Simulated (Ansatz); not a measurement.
A run of Ansatz 0.2.0 is set up as follows.

File input.yaml:

```yaml
crystal:
  lattice:
    - [3.1829541699, 0.0, 0.0]
    - [-1.591477085, 2.7565191702, 0.0]
    - [0.0, 0.0, 28.53221786]
  atoms:
    - { symbol: W, position: [0.6666666667, 0.3333333333, 0.43436168] }
    - { symbol: W, position: [0.6666666667, 0.3333333333, 0.88553378] }
    - { symbol: W, position: [0.0, 0.0, 0.65928643] }
    - { symbol: S, position: [0.6666666667, 0.3333333333, 0.60462521] }
    - { symbol: S, position: [0.0, 0.0, 0.37971025] }
    - { symbol: S, position: [0.0, 0.0, 0.83084828] }
    - { symbol: S, position: [0.6666666667, 0.3333333333, 0.71395221] }
    - { symbol: S, position: [0.0, 0.0, 0.48903042] }
    - { symbol: S, position: [0.0, 0.0, 0.94018573] }
hamiltonian:
  xc: r2scan
  pseudopotentials: { kind: paw }
  hubbard: { sites: [{ species: W, l: d, u_eff: 3.0 }] }
kpoints:
  mp_grid: { grid: [7, 7, 1] }
scf:
  occupations: { method: fermi_dirac, width: 0.05 }
  n_extra_bands: 22
output:
  forces: true
  stress: true
  eigenvalues: true
  dos: { projected: false, de: 0.05, nscf_kmesh: { grid: [11, 11, 2] } }
```

Potentials or basis: Ansatz PAW.

The run is started by

```console
$ ansatz run input.yaml --threads 4 --pin off --max-ram 11264MiB --backend cpu --events-out ev --progress --plain --runs-dir out
```

Task: What does it give for the largest force?

Result: 0.021 eV/Å.

Task: Predict the band gap on the k mesh.

Result: 1.70 eV, indirect (least direct gap 2.39 eV).

Forces on the atoms (eV/Å):
```
W    0.000  0.000 -0.007
W    0.000  0.000 -0.003
W    0.000  0.000  0.004
S    0.000  0.000  0.015
S    0.000  0.000  0.003
S    0.000  0.000  0.021
S    0.000  0.000 -0.010
S    0.000  0.000 -0.019
S    0.000  0.000 -0.004
```

Caveat: odd divisions of the mesh miss points on the zone boundary, where band edges often lie, so the gap on the mesh can be too wide; spin-orbit coupling is left out, which moves the levels of the heavy elements; the PAW data sets come from PBE, with cores solved anew for the run's functional, which leaves a small shift of forces and pressure.
